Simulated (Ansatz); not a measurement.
# Convergence notes, G0W0 on BN (wurtzite)

BN (wurtzite), relaxed with r2SCAN; one-shot G0W0 in Ansatz without spin-orbit coupling. Spin-unpolarised throughout; all numbers are computed.

```
B N
1.0
     2.54395    0.00000    0.00000
    -1.27197    2.20313    0.00000
     0.00000    0.00000    4.20782
B N
2 2
Direct
  0.33333 0.66667 0.00020
  0.66667 0.33333 0.50020
  0.33333 0.66667 0.37480
  0.66667 0.33333 0.87480
```

Gaps are read over the mesh points alone. G0W0 here is at a finite number of bands, screening cutoff and k mesh, not at the basis limit.
```tsv
start	potentials	frequency model	mesh	empty bands	screening cutoff (eV)	Kohn-Sham gap (eV)	G0W0 gap (eV)	rough cost
PBE	PAW	contour deformation	6×6×4	38	80	5.21	6.40	11 core-seconds
PBE	PAW	contour deformation	6×6×4	88	140	5.21	6.67	30 core-seconds
PBE	PAW	contour deformation	6×6×4	162	210	5.21	6.84	120 core-seconds
HSE06	PAW	contour deformation	6×6×4	88	140	6.53	7.17	50 core-seconds
LDA	PAW	contour deformation	6×6×4	88	140	4.98	6.65	30 core-seconds
r2SCAN	PAW	contour deformation	6×6×4	88	140	5.75	6.87	40 core-seconds
PBE	PAW	Godby-Needs pole	6×6×4	88	140	5.21	6.64	40 core-seconds
PBE	PAW	contour deformation	9×9×4	38	80	5.21	6.41	40 core-seconds
PBE	norm-conserving	contour deformation	6×6×4	88	140	5.19	6.67	80 core-seconds
```

G0W0 moves the gap on the mesh from 5.21 eV (PBE) to 6.84 eV (Γ to K). Renormalisation factors Z lie between 0.80 and 0.86.

Raising bands and cutoff together moves the gap by +0.27 eV (80 to 140 eV), then +0.17 eV (140 to 210 eV); the last step is still large, so the basis limit isn't reached. Starting from HSE06 (6.53 eV against PBE's 5.21 eV) gives 7.17 eV, +0.50 eV from G0W0@PBE at the same screening cutoff. Starting from LDA (4.98 eV against PBE's 5.21 eV) gives 6.65 eV, -0.02 eV from G0W0@PBE at the same screening cutoff. Starting from r2SCAN (5.75 eV against PBE's 5.21 eV) gives 6.87 eV, +0.20 eV from G0W0@PBE at the same screening cutoff. The Godby-Needs plasmon pole differs from contour deformation by -0.03 eV. A 9×9×4 mesh in place of 6×6×4 changes the opening over PBE by 0.00 eV (the gap on the mesh by +0.01 eV). Norm-conserving potentials (wave cutoff 1240 eV against 420 eV) shift the quasiparticle gap by 0.00 eV and the PBE gap by -0.02 eV. r2SCAN runs take a wave cutoff of 500 eV.
